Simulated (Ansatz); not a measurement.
# How BaTe absorbs and reflects light

What colour and refractive index does BaTe have at this level of theory? The cell comes from an older database entry, whose edges can differ from later determinations, mostly by under a per cent.

Program: Ansatz 0.2.0. Level of theory: DFT, PBE, plane-wave PAW, default files, scalar-relativistic, independent-particle optical response without local fields. Results are calculated unless marked as measured.

Report form: the programs' logs are mostly left out.

The database entry behind the starting cell differs from later determinations by our own check (about 2.5 % short), so it need not match the best structure at ambient conditions.

### 1. The structure

It takes space group Fm-3m (No. 225, cubic). Conventional cell: a = 6.820 Å, b = 6.820 Å, c = 6.820 Å, α = 90.00°, β = 90.00°, γ = 90.00°. Nearest to Ba lie 6 Te at 3.41 Å. Te has 6 Ba at 3.41 Å nearest. Farther neighbours and most contacts between anions are not listed.

### 2. Ground state and bands

The self-consistent density comes first; it also tells whether there is a gap, which decides the occupations and the need for a Drude term.

This step: DFT, PBE, plane-wave PAW, default files, scalar-relativistic, ground state (Ansatz 0.2.0).

The input, input.yaml:

```yaml
crystal:
  lattice:
    - [0.0, 3.41, 3.41]
    - [3.41, 0.0, 3.41]
    - [3.41, 3.41, 0.0]
  atoms:
    - { symbol: Ba, position: [0.0, 0.0, 0.0] }
    - { symbol: Te, position: [0.5, 0.5, 0.5] }
kpoints:
  mp_grid: { grid: [6, 6, 6] }
  band_path:
    path:
      - [[0.0, 0.0, 0.0], [0.5, 0.0, 0.5], [0.5, 0.25, 0.75], [0.375, 0.375, 0.75], [0.0, 0.0, 0.0], [0.5, 0.5, 0.5], [0.625, 0.25, 0.625], [0.5, 0.25, 0.75], [0.5, 0.5, 0.5], [0.375, 0.375, 0.75]]
      - [[0.625, 0.25, 0.625], [0.5, 0.0, 0.5]]
    npoints: 6
scf:
  occupations: { method: fermi_dirac, width: 0.05 }
  n_extra_bands: 6
hamiltonian:
  xc: pbe
  pseudopotentials: { kind: paw }
output:
  forces: true
  stress: true
  populations: true
  write_bands: true
  write_density: true
  write_potential: true
  elf: true
  volumetric_format: npy
```

The run is started by

```bash
ansatz run input.yaml --threads 4 --pin off --max-ram 8192MiB --backend cpu --events-out ev --progress --plain --runs-dir out
```

Wall time 0.95 s (4 threads of Intel Xeon Platinum 8488C (Sapphire Rapids), shared host); peak memory 0.44 GiB; 2.9 s of CPU time.

Numbers from this step:

- free energy: -12933.0419 eV
- Fermi energy: 7.948 eV
- gap by band count: 1.428 eV
- electrons: 26
- symmetry operations: 48
- pressure: 3.815 GPa
- volume: 79.30 Å³
- gap on the path: 1.428 eV
- least direct gap on the path: 1.769 eV

There is a gap, 1.43 eV on the path, so no carriers' term is needed. The cell is left with a pressure of 3.8 GPa, as it stands unrelaxed at this level.

Electronic bands along the path, in eV, zero at the Fermi level; v1 is the highest filled band, c1 the lowest empty one:

| point | v4 | v3 | v2 | v1 | c1 | c2 | c3 | c4 |
| --- | --- | --- | --- | --- | --- | --- | --- | --- |
| Γ | -10.37 | -0.72 | -0.72 | -0.72 | 2.25 | 2.25 | 2.25 | 2.60 |
| halfway | -9.95 | -2.32 | -1.01 | -1.01 | 1.30 | 3.37 | 3.38 | 3.99 |
| X | -10.15 | -1.78 | -1.06 | -1.06 | 0.71 | 3.94 | 4.38 | 5.35 |
| halfway | -10.00 | -1.76 | -1.62 | -1.32 | 1.39 | 4.21 | 4.47 | 5.08 |
| W | -9.85 | -2.08 | -1.63 | -1.63 | 2.83 | 2.83 | 4.42 | 4.80 |
| halfway | -9.86 | -2.05 | -1.71 | -1.54 | 2.13 | 3.69 | 4.61 | 4.88 |
| K | -9.87 | -2.03 | -1.73 | -1.51 | 1.84 | 4.46 | 4.66 | 4.82 |
| halfway | -9.76 | -2.44 | -1.71 | -1.26 | 2.65 | 2.94 | 3.43 | 3.99 |
| Γ | -10.37 | -0.72 | -0.72 | -0.72 | 2.25 | 2.25 | 2.25 | 2.60 |
| halfway | -9.85 | -2.15 | -1.44 | -1.44 | 2.44 | 3.00 | 3.00 | 4.58 |
| L | -9.39 | -3.09 | -1.94 | -1.94 | 3.52 | 4.32 | 4.43 | 4.43 |
| halfway | -9.57 | -2.73 | -1.81 | -1.80 | 2.92 | 3.87 | 4.35 | 5.13 |
| U | -9.87 | -2.03 | -1.73 | -1.51 | 1.84 | 4.46 | 4.66 | 4.82 |
| halfway | -9.86 | -2.05 | -1.71 | -1.54 | 2.13 | 3.69 | 4.61 | 4.88 |
| W | -9.85 | -2.08 | -1.63 | -1.63 | 2.83 | 2.83 | 4.42 | 4.80 |
| halfway | -9.62 | -2.63 | -1.77 | -1.77 | 3.03 | 3.34 | 4.78 | 5.04 |
| L | -9.39 | -3.09 | -1.94 | -1.94 | 3.52 | 4.32 | 4.43 | 4.43 |
| halfway | -9.57 | -2.73 | -1.81 | -1.80 | 2.92 | 3.87 | 4.35 | 5.13 |
| K | -9.87 | -2.03 | -1.73 | -1.51 | 1.84 | 4.46 | 4.66 | 4.82 |
| jump to U | -9.87 | -2.03 | -1.73 | -1.51 | 1.84 | 4.46 | 4.66 | 4.82 |
| halfway | -10.06 | -1.77 | -1.41 | -1.20 | 1.06 | 4.29 | 4.78 | 5.09 |
| X | -10.15 | -1.78 | -1.06 | -1.06 | 0.71 | 3.94 | 4.38 | 5.35 |

Electrostatic potential energy in the ac plane of the conventional cell at fractional y = 0.000, with atoms of Ba and Te within 0.2 Å of it. With pseudopotentials it is smooth inside the atoms' cores, unlike the true potential.

Values in eV, 10 rows by 16 columns, each cell a mean:
```
-32 -26  -8   6   9   3  -5  15  20   1  -2   8   8  -1 -21 -31
 -7  -2   5   9  10  10   5  -1  -2   3   9  10  10   7   1  -6
  8   9  10  11  11  10   8   7   7   8   9  10  11  10   9   8
 -4  -2   7  10   9   5  -4 -13 -15  -8   3   8  10   9   1  -4
 28   7  -5   8   7  -3 -24 -33 -33 -29 -11   5   8   2  -4  24
 20   1  -2   8   8  -1 -21 -31 -32 -26  -8   6   9   3  -5  15
 -2   3   9  10  10   7   1  -6  -7  -2   5   9  10  10   5  -1
  7   8   9  10  11  10   9   8   8   9  10  11  11  10   8   7
-15  -8   3   8  10   9   1  -4  -4  -2   7  10   9   5  -4 -13
-33 -29 -11   5   8   2  -4  24  28   7  -5   8   7  -3 -24 -33
```

ELF in the ac plane of the conventional cell at fractional y = 0.000, with atoms of Ba and Te within 0.2 Å of it. It is the smooth field of the valence electrons, not physical close to the nuclei.

Ten even steps from '_' (0.04) to '@' (0.84), each cell a mean:
```
..**@@**..++##++..____--**##::--@@%%::
%%@@@@==..++%%**==::--++####::::##@@%%
@@%%++..__==%%%%##****##%%**..__--##@@
==::..____::++##########**==______::--
::::::..____..::::::::::..______..::::
######++::____..::----::______==**####
**##%%##==__..++%%@@@@##--__..**%%##**
--==**%%==..==@@@@%%@@@@##::::####++--
__..++##++..**@@**..--@@@@--::##**--__
__..++##++::##@@==__..%%@@--::##**::__
..--**##++..**@@%%==**@@%%::::####==..
++**##%%==__--%%@@@@@@@@++..::##%%**++
####%%##--____--**##**==..__..++%%%%##
++++==--..______..::....______::==++++
::..______..--==++++++====::______....
**++--____--##%%######%%##++..__..==**
@@@@##--__==%%##**++++**%%##::..++@@@@
++%%@@++..++##**--....==####::::%%@@**
__++@@**::++##++..____--**##::==@@%%..
```

### 3. Spectrum

The spectrum is a sum over vertical transitions between filled and empty bands at the fixed density, so many empty bands are needed.

This step: DFT, PBE, plane-wave PAW, default files, scalar-relativistic, independent-particle optical response without local fields (Ansatz 0.2.0).

input.yaml, the sections that differ from step 2:

```yaml
kpoints:
  mp_grid: { grid: [6, 6, 6] }
scf:
  occupations: { method: fixed }
output:
  optics:
    e_range: [0, 22]
    de: 0.05
    sigma: 0.2
    nscf_kmesh: { grid: [10, 10, 10] }
    bands: { spectra_wanted_up_to: 22 }
# crystal, hamiltonian: as in step 2
```

Wall time 8.5 s (4 threads); peak memory 0.99 GiB; 31 s of CPU time.

This step gave:

| Item | Value |
| --- | --- |
| electronic dielectric constant ε∞, mean over x, y and z (by symmetry where fewer were run) | 6.991 |
| absorption onset, first axis (α over 10⁴ cm⁻¹, or the direct gap if that lies higher) | 1.769 eV |
| main peak of Im epsilon, first axis | 5.159 eV |
| photocurrent from vertical transitions in a film 500 nm thick on a perfect mirror (two passes), AM1.5G, no front reflection, all carriers collected | 20.41 mA/cm² |
| least direct gap on the mesh | 1.769 eV |
| bands summed | 57 |
| spectra valid up to | 27.72 eV |
| program's estimate of the k-sum error in Im epsilon | 0.34 % |
| electrons in the f-sum | 21.39 |

Im ε, any direction against photon energy; read off at these points:

| photon energy (eV) | Im ε, any direction |
| --- | --- |
| 1.00 | 0 |
| 1.50 | 0.0361 |
| 2.00 | 2.45 |
| 2.50 | 3.70 |
| 3.00 | 4.51 |
| 3.50 | 4.90 |
| 4.00 | 6.91 |
| 4.50 | 7.99 |
| 5.00 | 9.21 |
| 5.15 | 9.36 |
| 5.50 | 8.68 |
| 6.00 | 8.31 |
| 6.50 | 6.87 |
| 7.00 | 4.96 |
| 7.50 | 2.70 |
| 8.00 | 1.85 |
| 8.50 | 1.95 |
| 9.00 | 1.53 |
| 9.50 | 1.17 |
| 10.00 | 0.649 |
| 10.50 | 0.425 |
| 11.00 | 0.938 |
| 11.25 | 1.47 |
| 11.50 | 0.998 |
| 12.00 | 0.765 |
| 12.50 | 1.11 |
| 13.00 | 0.854 |
| 13.50 | 1.08 |
| 14.00 | 1.05 |
| 14.50 | 1.25 |
| 15.00 | 1.19 |
| 15.50 | 1.26 |
| 16.00 | 1.52 |
| 16.50 | 1.88 |
| 17.00 | 2.48 |
| 17.25 | 2.59 |
| 17.50 | 2.59 |
| 18.00 | 2.02 |
| 18.50 | 0.602 |
| 19.00 | 0.462 |
| 19.50 | 0.618 |
| 20.00 | 0.780 |
| 20.50 | 0.710 |
| 21.00 | 0.533 |
| 21.50 | 0.248 |
| 22.00 | 0.183 |

Re ε, any direction against photon energy:

| photon energy (eV) | Re ε, any direction |
| --- | --- |
| 0.0 | 6.99 |
| 0.5 | 7.09 |
| 1.0 | 7.46 |
| 1.5 | 8.46 |
| 2.0 | 9.65 |
| 2.5 | 8.51 |
| 3.0 | 7.88 |
| 3.5 | 7.91 |
| 4.0 | 7.34 |
| 4.5 | 5.93 |
| 5.0 | 4.09 |
| 5.5 | 1.49 |
| 6.0 | -0.140 |
| 6.5 | -1.70 |
| 7.0 | -3.01 |
| 7.5 | -2.58 |
| 8.0 | -1.56 |
| 8.5 | -0.824 |
| 9.0 | -1.02 |
| 9.5 | -0.718 |
| 10.0 | -0.425 |
| 10.5 | 0.275 |
| 11.0 | 1.11 |
| 11.5 | 0.218 |
| 12.0 | 0.831 |
| 12.5 | 0.725 |
| 13.0 | 0.882 |
| 13.5 | 1.02 |
| 14.0 | 1.02 |
| 14.5 | 0.978 |
| 15.0 | 1.01 |
| 15.5 | 1.19 |
| 16.0 | 1.20 |
| 16.5 | 1.23 |
| 17.0 | 0.851 |
| 17.5 | -0.0324 |
| 18.0 | -1.05 |
| 18.5 | -0.870 |
| 19.0 | -0.212 |
| 19.5 | 0.156 |
| 20.0 | 0.00456 |
| 20.5 | -0.0503 |
| 21.0 | -0.203 |
| 21.5 | -0.0632 |
| 22.0 | 0.167 |

Values under 1 per cm are given as 1. Absorption coefficient, any direction against photon energy:

| photon energy (eV) | absorption coefficient, any direction (1/cm) |
| --- | --- |
| 0.00 | 1 |
| 1.00 | 1 |
| 2.00 | 79193 |
| 3.00 | 2.4e5 |
| 4.00 | 4.7e5 |
| 5.00 | 8.8e5 |
| 6.00 | 1.3e6 |
| 7.00 | 1.5e6 |
| 8.00 | 1.1e6 |
| 9.00 | 1.1e6 |
| 10.00 | 7.9e5 |
| 11.00 | 4.6e5 |
| 12.00 | 4.7e5 |
| 13.00 | 5.5e5 |
| 14.00 | 6.7e5 |
| 15.00 | 8.0e5 |
| 16.00 | 9.8e5 |
| 17.00 | 1.6e6 |
| 18.00 | 2.4e6 |
| 19.00 | 1.2e6 |
| 20.00 | 1.3e6 |
| 21.00 | 1.3e6 |
| 22.00 | 4.5e5 |

The reflectivity at normal incidence, any direction has structure finer than the step of the table below, so its rows give means over 0.5 eV, whole bins alone (the curve runs from 0 to 22 eV). Peaks (eV: height): 7.40: 52.3, 11.40: 13.1, 18.45: 54.4, 21.45: 34.2.

The reflectivity at normal incidence, any direction by photon energy; means over each step:

| photon energy (eV) | reflectivity at normal incidence, any direction (%) |
| --- | --- |
| 0.5 | 20.6 |
| 1.0 | 21.6 |
| 1.5 | 24.0 |
| 2.0 | 27.0 |
| 2.5 | 26.6 |
| 3.0 | 26.7 |
| 3.5 | 27.6 |
| 4.0 | 30.4 |
| 4.5 | 32.1 |
| 5.0 | 35.0 |
| 5.5 | 36.8 |
| 6.0 | 39.4 |
| 6.5 | 42.6 |
| 7.0 | 48.4 |
| 7.5 | 50.6 |
| 8.0 | 43.4 |
| 8.5 | 33.3 |
| 9.0 | 37.0 |
| 9.5 | 35.5 |
| 10.0 | 34.3 |
| 10.5 | 11.1 |
| 11.0 | 4.94 |
| 11.5 | 10.8 |
| 12.0 | 4.24 |
| 12.5 | 6.36 |
| 13.0 | 4.41 |
| 13.5 | 5.20 |
| 14.0 | 5.35 |
| 14.5 | 6.43 |
| 15.0 | 6.07 |
| 15.5 | 6.28 |
| 16.0 | 7.97 |
| 16.5 | 10.5 |
| 17.0 | 15.8 |
| 17.5 | 23.1 |
| 18.0 | 36.4 |
| 18.5 | 51.1 |
| 19.0 | 32.2 |
| 19.5 | 14.4 |
| 20.0 | 16.8 |
| 20.5 | 19.8 |
| 21.0 | 28.8 |
| 21.5 | 31.8 |

The refractive index n and extinction k by photon energy:

| photon energy (eV) | n | k |
| --- | --- | --- |
| 0 | 2.64 | 0 |
| 1 | 2.73 | 0 |
| 2 | 3.13 | 0.391 |
| 3 | 2.91 | 0.774 |
| 4 | 2.95 | 1.17 |
| 5 | 2.66 | 1.73 |
| 6 | 2.02 | 2.06 |
| 7 | 1.18 | 2.10 |
| 8 | 0.655 | 1.41 |
| 9 | 0.639 | 1.20 |
| 10 | 0.419 | 0.775 |
| 11 | 1.13 | 0.414 |
| 12 | 0.990 | 0.387 |
| 13 | 1.03 | 0.416 |
| 14 | 1.12 | 0.472 |
| 15 | 1.13 | 0.525 |
| 16 | 1.25 | 0.605 |
| 17 | 1.32 | 0.940 |
| 18 | 0.783 | 1.29 |
| 19 | 0.385 | 0.600 |
| 20 | 0.626 | 0.623 |
| 21 | 0.429 | 0.622 |
| 22 | 0.455 | 0.201 |

From ε follow the optical constants at some laser and lamp lines:

| wavelength (nm) | n | k | R (%) | 1/α |
| --- | --- | --- | --- | --- |
| 633 | 3.14 | 0.352 | 27.3 | 143 nm |
| 532 | 3.02 | 0.569 | 26.7 | 74 nm |
| 450 | 2.95 | 0.692 | 26.7 | 52 nm |
| 405 | 2.90 | 0.785 | 26.7 | 41 nm |
| 365 | 2.90 | 0.807 | 26.9 | 36 nm |
| 308 | 2.94 | 1.186 | 30.6 | 21 nm |
| 248 | 2.66 | 1.730 | 35.1 | 11 nm |

Rows near the edge hang on the gap, which this functional as a rule makes too small, and phonon-assisted absorption is left out.

The f-sum over the summed bands holds 21.4 of the cell's 26 electrons outside the frozen cores, 18 of which lie in bands more than 12 eV below the Fermi level, whose transitions come at higher energies. Up to 22 eV the strength has a mean oscillator energy of 6.7 eV, well above the main peak, so higher transitions carry much of it.

### 4. Static response with local fields

A static field by perturbation theory: the induced potential is included, and the Born charges come with it.

This step: DFT, PBE, plane-wave PAW, default files, scalar-relativistic, static field response by perturbation theory with local fields (Ansatz 0.2.0).

input.yaml, the sections that differ from step 3:

```yaml
dielectric: {}
# crystal, kpoints, scf, hamiltonian: as in step 3
# output: removed
```

The job ended after 8 s (4 threads; peak memory 0.59 GiB; 26 s of CPU time).

This step gave:

* electronic dielectric constant ε∞, mean over x, y and z (by symmetry where fewer were run): 6.392

ε∞ with local fields:

```
6.39 0.00 0.00
0.00 6.39 0.00
0.00 0.00 6.39
```

Diagonal elements. Born, by row:

| atom | Z*xx (e) | Z*yy (e) | Z*zz (e) |
| --- | --- | --- | --- |
| Ba1 | 2.583 | 2.583 | 2.583 |
| Te2 | -2.583 | -2.583 | -2.583 |

Mean Born charges are Ba +2.58 and Te -2.58, against formal valences of +2 and -2. That of Ba exceeds its valence by 29 %, the mark of charge moving along hybridised bonds as the atoms shift.

### 5. Results

```json
{"gap on the path": "1.43 eV", "least direct gap on the path": "1.77 eV", "electronic dielectric constant ε∞, mean over x, y and z (by symmetry where fewer were run) (independent particles)": "6.99", "absorption onset, first axis (α over 10⁴ cm⁻¹, or the direct gap if that lies higher)": "1.77 eV", "main peak of Im epsilon, first axis": "5.16 eV", "photocurrent from vertical transitions in a film 500 nm thick on a perfect mirror (two passes), AM1.5G, no front reflection, all carriers collected": "20.4 mA/cm²", "electronic dielectric constant ε∞, mean over x, y and z (by symmetry where fewer were run) (static response with local fields)": "6.39"}
```

In words: At this level (PBE, independent particles) BaTe has ε∞ = 6.99 (6.39 with local fields) and n = 2.70 at 1550 nm; absorption sets in near 1.8 eV, and Im ε peaks at 5.2 eV. The gap is indirect (1.43 eV), so absorption without phonons can begin only at the direct gap of 1.77 eV. Lines 0.2 eV wide carry a tail of absorption under the direct gap, past the threshold already at 1.66 eV. Absorption passes 10⁴ cm⁻¹ from the direct gap on, 1.77 eV, inside the visible range. Distinct maxima of Im ε, read by a parabola through the highest points, lie at 5.16 eV (9.4), 11.23 eV (1.5) and 17.26 eV (2.6). The f-sum over the summed bands holds 21.4 of the cell's 26 electrons outside the frozen cores, 18 of which lie in bands more than 12 eV below the Fermi level, whose transitions come at higher energies. Up to 22 eV the strength has a mean oscillator energy of 6.7 eV, well above the main peak, so higher transitions carry much of it. With local fields and the functional's kernel the static response is 6.39 against 6.99 for independent particles (-9 %). In the base spectrum excitons and phonon-assisted transitions are missing, and so are local fields; PBE gaps are as a rule too small, which pulls the onset down and ε∞ up. In the base run ε includes the program's bounded estimate of what the bands above those summed add. Spin-orbit coupling is left out although heavy atoms are present.

[Logs are printed without paths, hosts, clocks, repeated set-up lines and the standing remarks that a program may print on its own settings, such as how far it seeks lower states.]

[Hosts, paths, dates, database ids (printed as entryN), source tags and the programs' standing remarks are cut or masked in the printed files.]
